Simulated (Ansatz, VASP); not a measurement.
# One calculation of V, two programs

Contents of INCAR:

```
PREC = Accurate
ENCUT = 520
EDIFF = 1E-7
ISMEAR = 0
SIGMA = 0.1
LREAL = F
LASPH = T
NELM = 80
ALGO = Fast
ISIF = 2
LWAVE = F
LCHARG = T
GGA = CA
LELF = T
LVHAR = T
NBANDS = 12
```

Contents of KPOINTS:

```
regular mesh
0
Gamma
  20 20 20
```

Contents of POSCAR:

```
V
1.0
   -1.4920709905      1.4920709905      1.4920709905
    1.4920709905     -1.4920709905      1.4920709905
    1.4920709905      1.4920709905     -1.4920709905
V
1
Direct
    0.0000000000      0.0000000000      0.0000000000
```

Input for Ansatz:

```yaml
crystal:
  lattice:
    - [-1.4920709905, 1.4920709905, 1.4920709905]
    - [1.4920709905, -1.4920709905, 1.4920709905]
    - [1.4920709905, 1.4920709905, -1.4920709905]
  atoms:
    - { symbol: V, position: [0.0, 0.0, 0.0] }
basis:
  ecutwfc: 420
kpoints:
  mp_grid: { grid: [20, 20, 20] }
hamiltonian:
  xc: lda
  pseudopotentials: { kind: paw, azcp: { folder: soft_1 } }
scf:
  occupations: { method: gaussian, width: 0.1 }
output:
  forces: true
  stress: true
  eigenvalues: true
  write_density: true
  write_potential: true
  elf: true
  volumetric_format: npy
```

Alike in both runs: task single point; functional LDA; k mesh 20 × 20 × 20; occupations gaussian, width 0.1 eV; no spin polarisation.

|  | VASP | Ansatz |
| --- | --- | --- |
| version | VASP 6.6.1 | Ansatz 0.2.0 |
| potentials or method | VASP PAW LDA potentials, release 64 (V_sv) | scalar-relativistic, plane waves, PAW |
| plane-wave cutoff (eV) | 520 | 420 |
| valence electrons in the cell | 13 | 13 |

```csv
,VASP,Ansatz,Ansatz less VASP
gap on the k mesh at the Fermi level (eV),none,none,-
pressure (GPa),-10.6,-10.9,-0.34
```

A gap of «none» marks a metal or a gap that the smearing closes. Ansatz warned: «pseudo_functional_mismatch».
